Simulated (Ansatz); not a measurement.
# Cs2AgBiBr6 (Fm-3m) in Ansatz: relaxation of cell and atoms with BLYP

Aim: the relaxation of cell and atoms of Cs2AgBiBr6 with BLYP.

Program: Ansatz 0.2.0. These are calculated values, not measurements. Logs are shortened: lines on timing, memory, paths and dates and some standing lists are left out, and cuts for length are marked.

### 1 Starting point

Symmetry: Fm-3m, No. 225, cubic system. Conventional cell: a = 11.232 Å, b = 11.232 Å, c = 11.232 Å, α = 90.00°, β = 90.00°, γ = 90.00°. Bi (site symmetry m-3m) is surrounded by 6 Br at 2.81 Å. Around Cs (site symmetry -43m) lie 12 Br at 3.97 Å. Ag (site symmetry m-3m) has 6 Br at 2.80 Å as nearest neighbours. Br (site symmetry 4mm) has 1 Ag at 2.80 Å and 1 Bi at 2.81 Å as nearest neighbours.

### 2 Relaxation of cell and atoms, BLYP

Contents of input.yaml:

```yaml
crystal:
  lattice:
    - [0.0, 5.6161, 5.6161]
    - [5.6161, 0.0, 5.6161]
    - [5.6161, 5.6161, 0.0]
  atoms:
    - { symbol: Bi, position: [0.0, 0.0, 0.0] }
    - { symbol: Cs, position: [0.75, 0.75, 0.75] }
    - { symbol: Cs, position: [0.25, 0.25, 0.25] }
    - { symbol: Ag, position: [0.5, 0.5, 0.5] }
    - { symbol: Br, position: [0.74945, 0.74945, 0.25055] }
    - { symbol: Br, position: [0.25055, 0.25055, 0.74945] }
    - { symbol: Br, position: [0.74945, 0.25055, 0.25055] }
    - { symbol: Br, position: [0.74945, 0.25055, 0.74945] }
    - { symbol: Br, position: [0.25055, 0.74945, 0.74945] }
    - { symbol: Br, position: [0.25055, 0.74945, 0.25055] }
hamiltonian:
  xc: blyp
  pseudopotentials: { kind: paw }
kpoints:
  mp_grid: { grid: [3, 3, 3] }
scf:
  occupations: { method: fermi_dirac, width: 0.05 }
output:
  forces: true
  stress: true
  eigenvalues: true
relax:
  f_tol: 0.01
  max_steps: 40
  cell: { stress_tol: 0.05 }
```

Potentials or basis: Ansatz PAW.

Command:

```console
$ ansatz run input.yaml --threads 4 --pin off --max-ram 11264MiB --backend cpu --events-out ev --progress --plain --runs-dir out
```

The log of the run:

```text
Warning: RAYON_NUM_THREADS=4 ignored (pool sized by the plan → 4); use --threads N
Engine: ansatz 0.2.0, aarch64-unknown-linux-gnu
Pseudopotentials: kind: paw
Pseudopotential: Bi, paw, valence charge 15, recommended cutoff 420 eV (normal), Bi.paw.azcp
Pseudopotential: Cs, paw, valence charge 9, recommended cutoff 420 eV (normal), Cs.paw.azcp
Pseudopotential: Ag, paw, valence charge 19, recommended cutoff 420 eV (normal), Ag.paw.azcp
Pseudopotential: Br, paw, valence charge 7, recommended cutoff 420 eV (normal), Br.paw.azcp
Functional definition: BLYP
  parameter beta = 0.0042
  parameter a = 0.04918
  parameter b = 0.132
  parameter c = 0.2533
  parameter d = 0.349
  exchange = b88_x(beta = beta)
  correlation = lyp_c(a = a, b = b, c = c, d = d)
Crystal: 10 atoms, lattice volume = 354.270 Å³
Basis set: ecut = 420 eV, 6879 PW (Γ), exchange–correlation on 108×108×108 points (8 copies of the dense FFT grid, shifted against one another)
Bands: 57, of which v1, the nominal top of the filled ones, is band 47 counted from 1 (46 counted from 0)
Symmetry: 48 space group operations
Space group: Fm-3m (ITA 225), of the structure as read, at distance tolerance 7.1e-5 Å
k-points: 4 of 27
Non-local potential: Bi, projectors of the file, l = 0: 2, l = 1: 2, l = 2: 2, l = 3: 2
Non-local potential: Cs, projectors of the file, l = 0: 3, l = 1: 2, l = 2: 2, l = 3: 2
Non-local potential: Ag, projectors of the file, l = 0: 3, l = 1: 2, l = 2: 2, l = 3: 1
Non-local potential: Br, projectors of the file, l = 0: 2, l = 1: 2, l = 2: 2
PAW form: soft (Blöchl's): semilocal exchange-correlation on the pseudo side does not see the compensation charge
PAW frozen core: Bi, regenerated for the run's functional, and the local potential with it (the file was generated under x = pbe(κ = 0.804, μ = 0.2195149727645171), c = pbe(β = 0.06672455060314922))
PAW frozen core: Cs, regenerated for the run's functional, and the local potential with it (the file was generated under x = pbe(κ = 0.804, μ = 0.2195149727645171), c = pbe(β = 0.06672455060314922))
PAW frozen core: Ag, regenerated for the run's functional, and the local potential with it (the file was generated under x = pbe(κ = 0.804, μ = 0.2195149727645171), c = pbe(β = 0.06672455060314922))
PAW frozen core: Br, regenerated for the run's functional, and the local potential with it (the file was generated under x = pbe(κ = 0.804, μ = 0.2195149727645171), c = pbe(β = 0.06672455060314922))
PAW one-centre angular grid: Bi, 590 points (default); XC on 64 Gauss nodes
PAW one-centre angular grid: Cs, 194 points (default); XC on 64 Gauss nodes
PAW one-centre angular grid: Ag, 590 points (default); XC on 64 Gauss nodes
PAW one-centre angular grid: Br, 110 points (default); XC on 64 Gauss nodes
Initial density: superposition of atomic densities (neutral atoms: chi_scale 0, normalization atom), corrected by the library's trained network
Initial wavefunctions: pseudopotential atomic-orbital guess
Functional: x = b88, c = lyp
SCF iter   1: F=—  HF=-48189.951523 eV  |F-HF|=—  |Δ(HF+E_count)|=         —  Δρ=3.99e-3  dr2=6.38e-2  ethr=1.77e-3  ⟨swp⟩=9.0  Hψ=1081  notcnv=0  defer=6
preconditioner: auto → Resta (q_TF=auto, 2.187 Å⁻¹)  ε∞=3.7  [insulator: Δε(μ)=1.955 eV  Ē_g=10.282 eV  σ=0.050 eV  W_gap=1.00  n_scr=58 (ndim 8)  ℏωp=16.7 eV  f_vac=0.040  D(μ)=0.00/eV (n_scr^D=0)  ε∞_Penn≈3.7]
SCF iter   2: F=—  HF=-48189.940751 eV  |F-HF|=—  |Δ(HF+E_count)|=   1.08e-2  Δρ=1.40e-3  dr2=5.10e-3  ethr=6.79e-5  ⟨swp⟩=2.0  Hψ=413  notcnv=0  defer=9
SCF iter   3: F=—  HF=-48189.939515 eV  |F-HF|=—  |Δ(HF+E_count)|=   1.24e-3  Δρ=4.38e-4  dr2=4.64e-4  ethr=5.42e-6  ⟨swp⟩=2.0  Hψ=352  notcnv=0  defer=9
SCF iter   4: F=—  HF=-48189.939533 eV  |F-HF|=—  |Δ(HF+E_count)|=   1.86e-5  Δρ=8.43e-5  dr2=2.47e-5  ethr=4.94e-7  ⟨swp⟩=2.2  Hψ=336  notcnv=0  defer=9
[... 52 lines left out ...]
SCF iter   5: F=—  HF=-48190.467842 eV  |F-HF|=—  |Δ(HF+E_count)|=   2.92e-8  Δρ=7.06e-7  dr2=2.39e-9  ethr=1.81e-11  ⟨swp⟩=2.0  Hψ=412  notcnv=0
SCF iter   6: F=—  HF=-48190.467842 eV  |F-HF|=—  |Δ(HF+E_count)|=   5.06e-9  Δρ=2.20e-7  dr2=2.61e-10  ethr=2.54e-12  ⟨swp⟩=2.0  Hψ=344  notcnv=0
SCF iter   7: F=-48190.467842 eV  HF=-48190.467842 eV  |F-HF|=1.46e-11  |Δ(HF+E_count)|=  9.31e-10  Δρ=4.44e-8  dr2=1.76e-11  ethr=1.00e-12  ⟨swp⟩=8.0  Hψ=1033  notcnv=0
SCF 5 converged in 7 iterations: F = -48190.467842 eV  dr2 = 1.76e-11
relax step   5: F+E_penalty+E_count = -48190.46784202 eV  Δ(F+E_penalty+E_count) = -5.202e-3 eV  max|allowed force component| = 6.408e-4 eV/Å  Δτ_max = 0.0000 Å  P = +0.019 GPa  Ω = 407.326 Å³  stress off target by 1.91e-2 GPa  SCF on the basis re-selected at this cell (its energy is not comparable with the rows above)  (7 SCF iters)
basis re-selected at this cell: Δ(F+E_penalty+E_count) = -5.202e-3 eV, ΔP = -0.004 GPa vs the last step (what re-selecting the basis moved, of the pressure what is left beyond the Pulay correction that the steps carried, after the strain that the cell walked since its last selection, with what the two solves' SCF thresholds leave and, on support functions, any second-order correction that the steps lacked; it is no measure of the basis error at this ecutwfc). The dense FFT grid was sized anew with the basis: this SCF ran on 60×60×60 points, the steps before it on 54×54×54, so part of this shift can come from that change (see relax.cell in the input reference). This SCF's stress stands 1.91e-2 GPa from its target on what of the cell is left free (relax.cell.stress_tol is 5.00e-2 GPa) and its largest allowed force component is 6.41e-4 eV/Å (relax.f_tol is 1.00e-2 eV/Å): within both
SCF converged after 7 iterations
Free energy (F): -48190.467842 eV
Harris-Foulkes:  -48190.467842 eV  (|F-HF|=1.46e-11)
Internal energy: -48190.467842 eV  (E = F + TS)
E sigma→0 (E₀):  -48190.467842 eV
Fermi energy:    3.694772 eV
--- Per-component energies (eV) ---
  E_band       = -882.736001
  E_kinetic    = 1911.448615
  E_local      = -8700.820961  (includes V_loc(G=0)·N_el)
  E_nonlocal   = 1128.814252
  E_hartree    = 3406.760979
  E_xc         = -2255.177555
  E_vxc        = -1224.915513  (∫ρ·V_xc dr)
  E_paw        = -38347.099432  (= ΣΔE_a)
  E_vpaw       = -810.784180  (= ΣTr[D̂ρ^β])
  E_aug_tail   = -0.000256  (compensation charges beyond the density's cutoff)
  E_ewald      = -5335.017433
  E_core_change = 0.623948  (= ΣΔE_core)
  E_smearing   = -0.000000  (= −TS)
  E_closure    = 0.000000  (closes the sum)
  Σ components = -48190.467842   (vs F -48190.467842, Δ=0.00e0)
--- Forces (eV/Å), atoms counted from 1 ---
  atom   1  Bi     0.00000000    -0.00000000     0.00000000
  atom   2  Cs     0.00000000    -0.00000000    -0.00000000
  atom   3  Cs    -0.00000000     0.00000000     0.00000000
  atom   4  Ag     0.00000000     0.00000000     0.00000000
  atom   5  Br    -0.00000000    -0.00000000     0.00064077
  atom   6  Br    -0.00000000     0.00000000    -0.00064077
  atom   7  Br    -0.00064077    -0.00000000     0.00000000
  atom   8  Br    -0.00000000     0.00064077    -0.00000000
  atom   9  Br     0.00064077     0.00000000     0.00000000
  atom  10  Br     0.00000000    -0.00064077    -0.00000000
  max |Σ_I F_I| component: 3.13e-17 eV/Å
--- Stress (GPa, compression-positive) ---
        0.019093       0.000000      -0.000000
       -0.000000       0.019093      -0.000000
       -0.000000       0.000000       0.019093
  P = ⅓ Tr σ = 0.0191 GPa (0.191 kbar)
--- Band table (eV) ---
  k-point 0: bands = ["-86.8233", "-50.3308", "-50.3308", "-50.3308", "-19.8642", "-19.8642", "-19.8445", "-19.8445", "-19.8445", "-17.5550", "-17.5524", "-10.9832", "-10.5258", "-10.5258", "-10.5258", "-10.3900", "-10.3900", "-7.0674", "-4.3407", "-4.3407", "-4.3407", "-4.3068", "-4.3068", "-4.3068", "-0.3392", "-0.3392", "-0.3392", "-0.0001", "-0.0001", "0.4326", "0.4326", "0.4326", "0.6154", "1.4405", "1.4405", "1.4405", "1.8088", "1.8088", "1.8088", "1.9256", "1.9256", "1.9256", "2.2768", "2.2768", "2.2768", "2.5207", "2.5207", "5.4638", "5.4638", "5.4638", "6.7288", "7.6684", "8.1200", "8.1200", "8.5014", "8.9601", "8.9601"]
  k-point 1: bands = ["-86.8233", "-50.3308", "-50.3308", "-50.3308", "-19.8642", "-19.8642", "-19.8445", "-19.8445", "-19.8445", "-17.5543", "-17.5530", "-10.9332", "-10.5967", "-10.5066", "-10.5066", "-10.4113", "-10.4113", "-7.0264", "-4.3254", "-4.3254", "-4.3083", "-4.3083", "-4.3078", "-4.2913", "-0.7603", "-0.5382", "-0.5382", "0.4500", "0.4652", "0.4652", "0.5918", "0.5918", "1.0290", "1.3702", "1.3702", "1.4342", "1.6721", "1.6721", "1.7734", "1.7734", "1.9157", "1.9206", "1.9985", "1.9985", "2.1518", "2.2259", "2.2259", "4.6516", "6.1969", "6.1969", "7.6424", "8.2506", "8.5832", "8.5832", "8.6355", "9.0952", "9.0952"]
  k-point 2: bands = ["-86.8233", "-50.3308", "-50.3308", "-50.3308", "-19.8642", "-19.8642", "-19.8445", "-19.8445", "-19.8445", "-17.5543", "-17.5530", "-10.9236", "-10.5461", "-10.5288", "-10.5288", "-10.4568", "-10.3887", "-7.0202", "-4.3228", "-4.3228", "-4.2998", "-4.2991", "-4.2982", "-4.2982", "-0.5943", "-0.2857", "-0.2857", "-0.0016", "0.2336", "0.3819", "0.5068", "0.5068", "0.8866", "1.2627", "1.3478", "1.4142", "1.4142", "1.7157", "1.7771", "1.7771", "1.8677", "1.8677", "1.9710", "1.9710", "2.2680", "2.5178", "2.5734", "5.7144", "5.7291", "5.7291", "7.5872", "8.0583", "8.7631", "8.8120", "8.9777", "9.1872", "9.2426"]
  k-point 3: bands = ["-86.8233", "-50.3308", "-50.3308", "-50.3308", "-19.8642", "-19.8642", "-19.8445", "-19.8445", "-19.8445", "-17.5536", "-17.5536", "-10.9005", "-10.5956", "-10.5290", "-10.5086", "-10.4373", "-10.4102", "-7.0066", "-4.3139", "-4.3070", "-4.3066", "-4.3030", "-4.2944", "-4.2908", "-0.6909", "-0.5247", "-0.2160", "0.0789", "0.4395", "0.4956", "0.5029", "0.6467", "0.9447", "1.2355", "1.2845", "1.3810", "1.4404", "1.5491", "1.7615", "1.7891", "1.8019", "1.8985", "1.9508", "2.0313", "2.0353", "2.2314", "2.7156", "5.1479", "5.9427", "6.3243", "7.9396", "8.6052", "8.6793", "9.0904", "9.1554", "9.3473", "9.3818"]
--- Relaxed structure (4 steps of the walk, 4 accepted, 1 SCFs on fresh bases) ---
  F+E_penalty+E_count = -48190.46784202 eV   max|allowed force component| = 6.408e-4 eV/Å   (the final SCF, on the basis selected at the relaxed cell)
  cell:  # Å, volume = 407.3263 Å³
    - [2.3375019200908523e-33, 5.883523373193368, 5.883523373193368]
    - [5.883523373193368, 9.553822561679219e-35, 5.883523373193368]
    - [5.883523373193368, 5.883523373193368, -1.8980260822536076e-33]
  atoms:
    - { symbol: Bi, position: [-7.799321195921433e-19, 2.5482930640139278e-19, 1.9305250484954056e-19] }
    - { symbol: Cs, position: [0.7500000000000001, 0.7500000000000001, 0.7500000000000001] }
    - { symbol: Cs, position: [0.25, 0.25, 0.25] }
    - { symbol: Ag, position: [0.5, 0.5, 0.5] }
    - { symbol: Br, position: [0.7506115932142826, 0.7506115932142826, 0.24938840678571728] }
    - { symbol: Br, position: [0.24938840678571747, 0.24938840678571747, 0.7506115932142824] }
    - { symbol: Br, position: [0.7506115932142825, 0.24938840678571744, 0.24938840678571744] }
    - { symbol: Br, position: [0.7506115932142826, 0.24938840678571728, 0.7506115932142825] }
    - { symbol: Br, position: [0.24938840678571728, 0.7506115932142826, 0.7506115932142825] }
    - { symbol: Br, position: [0.24938840678571744, 0.7506115932142825, 0.24938840678571744] }
```

Run time: 11 s. Hardware: 4 threads of Arm Neoverse V2, shared host; peak memory 0.88 GiB.

What came out:

```yaml
Free_energy: -48190.4678 eV
Relaxed_volume: 40.73 Å³/atom
Relaxed_cell: a = 8.321 Å, b = 8.321 Å, c = 8.321 Å, α = 60.00°, β = 60.00°, γ = 60.00°
Space_group_after_relaxing_to_0.05_Å: Fm-3m (No. 225)
Energy_gained_by_relaxing: 52.8 meV/atom
Ionic_steps: 5
Pressure_after_relaxing: 0.0 GPa
Band_gap_on_the_k_mesh: 1.94 eV, indirect (least direct gap 2.43 eV)
```

Step by step:
| step | energy change (eV) | largest force (eV/Å) | volume (Å³) |
| --- | --- | --- | --- |
| 1 | 0.0000 | 0.3394 | 354.27 |
| 2 | -0.4409 | 0.3267 | 391.09 |
| 3 | -0.5224 | 0.0142 | 405.18 |
| 4 | -0.5231 | 0.0005 | 407.33 |
| 5 | -0.5284 | 0.0006 | 407.33 |

Final structure:
```
Bi Cs Ag Br
1.0
     0.00000    5.88352    5.88352
     5.88352    0.00000    5.88352
     5.88352    5.88352    0.00000
Bi Cs Ag Br
1 2 1 6
Cartesian
  0.0000 0.0000 0.0000
  8.8253 8.8253 8.8253
  2.9418 2.9418 2.9418
  5.8835 5.8835 5.8835
  5.8835 5.8835 8.8325
  5.8835 5.8835 2.9346
  2.9346 5.8835 5.8835
  5.8835 8.8325 5.8835
  8.8325 5.8835 5.8835
  5.8835 2.9346 5.8835
```

Caveat: odd divisions of the mesh miss points on the zone boundary, where band edges often lie, so the gap on the mesh can be too wide; the plane-wave basis is chosen anew once the cell has moved, so the energies of steps on either side of that aren't comparable; spin-orbit coupling is left out, which as a rule narrows the gap of such compounds by several tenths of an eV; the PAW data sets come from PBE, with cores solved anew for the run's functional, which leaves a small shift of forces and pressure. Zero-point motion and thermal expansion aren't in these numbers.
